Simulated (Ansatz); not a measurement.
# Static equation of state of hcp Mg, size series (150 atoms)

The cell holds 150 atoms: 150 Mg. Cell: a = 15.956 Å, b = 15.957 Å, c = 15.628 Å, α = 90.0°, β = 90.0°, γ = 120.0°. It derives from Mg (hcp), repeated 5×5×3. The starting structure: Hcp Mg (a = 3.209 Å, c = 5.211 Å), 5 x 5 x 3 conventional cells; every coordinate displaced by a Gaussian of 0.03 Å.

Calculated with Ansatz 0.2.0: Kohn-Sham DFT, PBE, PAW (set soft_2), plane waves; cutoff 420 eV, Γ point, fermi-dirac smearing of 0.1 eV. Cell and atoms were relaxed first, to V0 = 22.974 Å³ an atom at a residual P0 = 0.018 GPa. The cell was then scaled evenly, and the atoms were relaxed at each volume.

| volume (Å³/atom) | pressure (GPa) |
| --- | --- |
| 20.677 | ? |
| 21.596 | 2.584 |
| 22.285 | 1.206 |
| 23.663 | -1.005 |
| 24.353 | -1.887 |

Task: Fit the third-order Birch–Murnaghan equation to the rows given and extrapolate to the withheld row.

Worked fit:

Take the Eulerian strain f = ½[(V0/V)^(2/3) − 1] and the normalised pressure F = (P − P0) / [3f(1 + 2f)^(5/2)]. The third-order Birch–Murnaghan equation is then the line F = B0 + (3/2)B0(B′ − 4) f, so u = f and v = F.

| u = f | v = F (GPa) |
| --- | --- |
| 0.0210565 | 36.6425 |
| 0.0102567 | 36.6955 |
| -0.00975643 | 36.7224 |
| -0.0190506 | 36.7338 |

With n = 4: mean u = 6.2654e-4, mean v = 36.6985, Σ(u − ū)² = 0.0010051, Σ(u − ū)(v − v̄) = -0.0021137. Slope b = -0.0021137 / 0.0010051 = -2.1029; intercept a = v̄ − b ū = 36.700.

So B0 = a = 36.7 GPa and B′ = 4 + 2b/(3a) = 3.96. At the withheld volume f = 0.03638, F = a + b f = 36.62 GPa, and P = P0 + 3f(1 + 2f)^(5/2) F.

Prediction at 20.677: 4.783 GPa. The run gave 4.774 GPa, so the fit is high by 0.0084 GPa (0.18 % of the value).

B′ = 4.0 lies in the range of 3 to 6 that is common for dense crystals. Among the rows given, the largest miss of the fit is at 21.596, by 9.1e-4 GPa (0.014 % of the range of the table).

Limits: Static cells at zero temperature; the cell shape is held. The program notes that the SCF threshold of these relaxations is loose for the stress. Only the Γ point is sampled, in a cell whose shortest periodic width is 14 Å, which is coarse for a cell with partly filled levels.

[Hosts, paths, dates, database ids (printed as entryN), source tags and the programs' standing remarks are cut or masked in the printed files.]
